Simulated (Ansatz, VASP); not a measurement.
# Cross-check of AlN between VASP and Ansatz, part 2 of 2

Aim: how closely do two programs agree when they are given the same cell, functional and k mesh?

VASP 6.6.1 and Ansatz 0.2.0.

So far: The starting structure; VASP: relaxation of cell and atoms, LDA.

### Step 3. Ansatz: relaxation of cell and atoms, LDA

Level of this step: Ansatz beside VASP: Kohn-Sham DFT, plane waves, LDA (Ansatz).

Ansatz runs on its default PAW (the set named soft_2) files.

The same cell, functional (in two slightly different forms), mesh and smearing now go to Ansatz, which takes its cutoff from its data sets.

input.yaml reads:

```yaml
crystal:
  lattice:
    - [3.112, 0.0, 0.0]
    - [-1.556, 2.695071057, 0.0]
    - [0.0, 0.0, 4.982]
  atoms:
    - { symbol: Al, position: [0.3333333333, 0.6666666667, 0.0] }
    - { symbol: Al, position: [0.6666666667, 0.3333333333, 0.5] }
    - { symbol: "N", position: [0.3333333333, 0.6666666667, 0.382] }
    - { symbol: "N", position: [0.6666666667, 0.3333333333, 0.882] }
hamiltonian:
  xc: lda
  pseudopotentials: { kind: paw }
kpoints:
  mp_grid: { grid: [11, 11, 6] }
scf:
  occupations: { method: gaussian, width: 0.02 }
relax:
  f_tol: 0.01
  max_steps: 60
  cell: { stress_tol: 0.05 }
output:
  forces: true
  stress: true
```

Command:

```console
$ ansatz run input.yaml --threads 4 --pin off --max-ram 9216MiB --backend cpu --events-out ev --progress --plain --runs-dir out
```

Numbers of over 12 decimals in the logs are rounded to 6 here.

What it wrote:

```text
Engine: ansatz 0.2.0, aarch64-unknown-linux-gnu
Pseudopotentials: kind: paw
Pseudopotential: Al, paw, valence charge 3, recommended cutoff 420 eV (normal), Al.paw.azcp
Pseudopotential: N, paw, valence charge 5, recommended cutoff 420 eV (normal), N.paw.azcp
Functional definition: SPW92
  exchange = slater_x
  correlation = pw_c
Crystal: 4 atoms, lattice volume = 41.784 Å³
Basis set: ecut = 420 eV, 809 PW (Γ)
Bands: 12, of which v1, the nominal top of the filled ones, is band 8 counted from 1 (7 counted from 0)
Symmetry: 12 space group operations
Space group: P63mc (ITA 186), of the structure as read, at distance tolerance 3.5e-5 Å
k-points: 64 of 726 (time reversal used)
Non-local potential: Al, projectors of the file, l = 0: 2, l = 1: 2, l = 2: 1
Non-local potential: N, projectors of the file, l = 0: 2, l = 1: 2, l = 2: 1
PAW form: soft (Blöchl's): semilocal exchange-correlation on the pseudo side does not see the compensation charge
PAW frozen core: Al, regenerated for the run's functional, and the local potential with it (the file was generated under x = pbe(κ = 0.804, μ = 0.219515), c = pbe(β = 0.066725))
PAW frozen core: N, regenerated for the run's functional, and the local potential with it (the file was generated under x = pbe(κ = 0.804, μ = 0.219515), c = pbe(β = 0.066725))
PAW one-centre angular grid: Al, 110 points (default); XC on 64 Gauss nodes
PAW one-centre angular grid: N, 110 points (default); XC on 64 Gauss nodes
Initial density: superposition of atomic densities (neutral atoms: chi_scale 0, normalization atom), corrected by the library's trained network
Initial wavefunctions: pseudopotential atomic-orbital guess
Functional: x = slater, c = lda
SCF iter   1: F=—  HF=-1779.713146 eV  |F-HF|=—  |Δ(HF+E_count)|=         —  Δρ=9.30e-3  dr2=4.17e-2  ethr=1.77e-3  ⟨swp⟩=6.2  Hψ=5250  notcnv=0
preconditioner: auto → none  [insulator: Δε(μ)=4.136 eV  Ē_g=12.899 eV  σ=0.020 eV  W_gap=1.00  n_scr=2 (ndim 8)  ℏωp=23.0 eV  f_vac=0.000  D(μ)=0.00/eV (n_scr^D=0)  ε∞_Penn≈4.2]
SCF iter   2: F=—  HF=-1779.700888 eV  |F-HF|=—  |Δ(HF+E_count)|=   1.23e-2  Δρ=2.49e-3  dr2=1.40e-3  ethr=2.61e-4  ⟨swp⟩=3.0  Hψ=1849  notcnv=0
SCF iter   3: F=—  HF=-1779.700353 eV  |F-HF|=—  |Δ(HF+E_count)|=   5.35e-4  Δρ=8.48e-4  dr2=1.32e-4  ethr=8.72e-6  ⟨swp⟩=1.5  Hψ=890  notcnv=0
SCF iter   4: F=—  HF=-1779.700295 eV  |F-HF|=—  |Δ(HF+E_count)|=   5.76e-5  Δρ=2.47e-5  dr2=1.19e-7  ethr=8.25e-7  ⟨swp⟩=2.0  Hψ=1208  notcnv=0
SCF iter   5: F=—  HF=-1779.700294 eV  |F-HF|=—  |Δ(HF+E_count)|=   8.97e-7  Δρ=5.40e-6  dr2=7.71e-9  ethr=7.41e-10  ⟨swp⟩=2.0  Hψ=1280  notcnv=0
SCF iter   6: F=-1779.700294 eV  HF=-1779.700294 eV  |F-HF|=8.41e-12  |Δ(HF+E_count)|=   2.25e-9  Δρ=5.67e-7  dr2=7.12e-11  ethr=4.82e-11  ⟨swp⟩=2.0  Hψ=2304  notcnv=0
SCF 1 converged in 6 iterations: F = -1779.700294 eV  dr2 = 7.12e-11
  greatest PAW one-centre occupation: 0.780 electrons in one spin orbital (limit 2), on the N atom at site 3 (counted from 0), in its partial waves of l = 0
relax step   1: F+E_penalty+E_count = -1779.70029401 eV  Δ(F+E_penalty+E_count) = +0.000e0 eV  max|allowed force component| = 1.370e-2 eV/Å  Δτ_max = 0.0000 Å  P = -4.603 GPa  Ω = 41.784 Å³  (6 SCF iters, dr2 threshold 1.00e-7 eV, accepted)
[... from here on, the SCF cycles and remarks between the steps are left out ...]
relax step   2: F+E_penalty+E_count = -1779.71246459 eV  Δ(F+E_penalty+E_count) = -1.217e-2 eV  max|allowed force component| = 7.088e-3 eV/Å  Δτ_max = 0.0001 Å  P = -2.277 GPa  Ω = 41.311 Å³  energy of the carried Pulay correction = +1.964e-3 eV  (6 SCF iters, dr2 threshold 4.00e-7 eV, accepted)
relax step   3: F+E_penalty+E_count = -1779.71752403 eV  Δ(F+E_penalty+E_count) = -5.059e-3 eV  max|allowed force component| = 7.639e-4 eV/Å  Δτ_max = 0.0000 Å  P = +0.069 GPa  Ω = 40.857 Å³  energy of the carried Pulay correction = +3.868e-3 eV  (6 SCF iters, dr2 threshold 4.00e-7 eV, accepted)
relax step   4: F+E_penalty+E_count = -1779.71747157 eV  Δ(F+E_penalty+E_count) = +5.246e-5 eV  max|allowed force component| = 3.523e-4 eV/Å  Δτ_max = 0.0000 Å  P = -0.001 GPa  Ω = 40.870 Å³  energy of the carried Pulay correction = +3.812e-3 eV  (7 SCF iters, accepted)
relax step   5: F+E_penalty+E_count = -1779.71421261 eV  Δ(F+E_penalty+E_count) = +3.259e-3 eV  max|allowed force component| = 3.450e-4 eV/Å  Δτ_max = 0.0000 Å  P = -0.143 GPa  Ω = 40.870 Å³  stress off target by 1.48e-1 GPa  SCF on the basis re-selected at this cell (its energy is not comparable with the rows above)  (6 SCF iters)
relax step   6: F+E_penalty+E_count = -1779.71431811 eV  Δ(F+E_penalty+E_count) = -1.055e-4 eV  max|allowed force component| = 1.198e-2 eV/Å  Δτ_max = 0.0006 Å  P = -0.016 GPa  Ω = 40.844 Å³  energy of the carried Pulay correction = +1.056e-4 eV  (6 SCF iters, dr2 threshold 5.46e-8 eV, rejected (line search))
relax step   7: F+E_penalty+E_count = -1779.71431210 eV  Δ(F+E_penalty+E_count) = -9.950e-5 eV  max|allowed force component| = 8.523e-4 eV/Å  Δτ_max = 0.0001 Å  P = -0.033 GPa  Ω = 40.849 Å³  energy of the carried Pulay correction = +8.785e-5 eV  (6 SCF iters, accepted)
relax step   8: F+E_penalty+E_count = -1779.71419348 eV  Δ(F+E_penalty+E_count) = +1.186e-4 eV  max|allowed force component| = 8.489e-4 eV/Å  Δτ_max = 0.0000 Å  P = -0.035 GPa  Ω = 40.849 Å³  stress off target by 4.57e-2 GPa  SCF on the basis re-selected at this cell (its energy is not comparable with the rows above)  (7 SCF iters)
basis re-selected at this cell: Δ(F+E_penalty+E_count) = +1.186e-4 eV, ΔP = -0.002 GPa vs the last step (what re-selecting the basis moved, of the pressure what is left beyond the Pulay correction that the steps carried, after the strain that the cell walked since its last selection, with what the two solves' SCF thresholds leave and, on support functions, any second-order correction that the steps lacked; it is no m [...]
SCF converged after 7 iterations
Free energy (F): -1779.714193 eV
Harris-Foulkes:  -1779.714193 eV  (|F-HF|=0.00e0)
Internal energy: -1779.714193 eV  (E = F + TS)
E sigma→0 (E₀):  -1779.714193 eV
Fermi energy:    9.307930 eV
--- Per-component energies (eV) ---
  E_band       = 29.452246
  E_kinetic    = 319.526012
  E_local      = -445.286211  (includes V_loc(G=0)·N_el)
  E_nonlocal   = 115.274023
  E_hartree    = 152.632696
  E_xc         = -201.674054
  E_vxc        = -215.778895  (∫ρ·V_xc dr)
  E_paw        = -1124.216883  (= ΣΔE_a)
  E_vpaw       = -49.548257  (= ΣTr[D̂ρ^β])
  E_aug_tail   = 0.000182  (compensation charges beyond the density's cutoff)
  E_ewald      = -596.241478
  E_core_change = 0.271521  (= ΣΔE_core)
  E_smearing   = -0.000000  (= −TS)
  E_closure    = -0.000000  (closes the sum)
  Σ components = -1779.714193   (vs F -1779.714193, Δ=0.00e0)
--- Forces (eV/Å), atoms counted from 1 ---
  atom   1  Al    -0.00000000     0.00000000     0.00085080
  atom   2  Al     0.00000000    -0.00000000     0.00085080
  atom   3  N      0.00000000    -0.00000000    -0.00084690
  atom   4  N     -0.00000000     0.00000000    -0.00084690
  max |Σ_I F_I| component: 7.80e-6 eV/Å
--- Stress (GPa, compression-positive) ---
       -0.029047       0.000000      -0.000000
        0.000000      -0.029047       0.000000
       -0.000000       0.000000      -0.045668
  P = ⅓ Tr σ = -0.0346 GPa (-0.346 kbar)
--- Relaxed structure (6 steps of the walk, 5 accepted, 2 SCFs on fresh bases) ---
  F+E_penalty+E_count = -1779.71419348 eV   max|allowed force component| = 8.489e-4 eV/Å   (the final SCF, on the basis selected at the relaxed cell)
  cell:  # Å, volume = 40.8486 Å³
    - [3.088881, 0.0, 0]
    - [-1.544441, 2.675050, 0]
    - [0, 0, 4.943612]
  atoms:
    - { symbol: Al, position: [0.333333, 0.666667, 5.137617670864112e-6] }
    - { symbol: Al, position: [0.666667, 0.333333, 0.500005] }
    - { symbol: N, position: [0.333333, 0.666667, 0.381995] }
    - { symbol: N, position: [0.666667, 0.333333, 0.881995] }
```

Elapsed: 6.7 s, on 4 threads of Arm Neoverse V1, shared host; peak memory 0.35 GiB.

### Step 4. Differences

Known differences besides the potentials themselves: the two LDA forms differ slightly; both relaxations stop at a tolerance, which leaves soft axes loose, and VASP keeps its plane-wave basis; the cutoff is 420 eV in Ansatz and 600 eV in VASP; VASP's log shows a relativistic correction to its local exchange, Ansatz's none; Ansatz adds a Pulay correction to the stress that steers its cell, VASP none. Total energies have different zeros and are not compared.

Both answers:

```csv
quantity,Ansatz,VASP,difference
volume (Å³),40.85,40.95,-0.25 %
"edge a after relaxation, in the typed setting (Å)",3.089,3.091,-0.08 %
"edge c after relaxation, in the typed setting (Å)",4.944,4.949,-0.10 %
```

The walks stopped with -0.03 GPa left in Ansatz and -0.04 GPa in VASP; each walk ends within a tolerance, so the volume difference is uncertain by about these residues over the bulk modulus, most in soft cells.

### Step 5. Results

```json
{
  "difference in volume (relaxation of cell and atoms, LDA)": "-0.25 %"
}
```

What this shows: The difference in volume is -0.25 % (relaxation of cell and atoms, LDA), within the 1.2 % picked in this series as the mark of a large difference, as far as the stopping tolerances let one tell. Such differences can come from data sets, numerical settings and the points named under the comparisons, not from the functional's error against experiment.

[Lines on the potential files, build, host, timing and source positions are cut from VASP's logs without a mark.]

[Logs are printed without paths, hosts, clocks, repeated set-up lines and the standing remarks that a program may print on its own settings, such as how far it seeks lower states.]

[Hosts, paths, dates, database ids (printed as entryN), source tags and the programs' standing remarks are cut or masked in the printed files.]
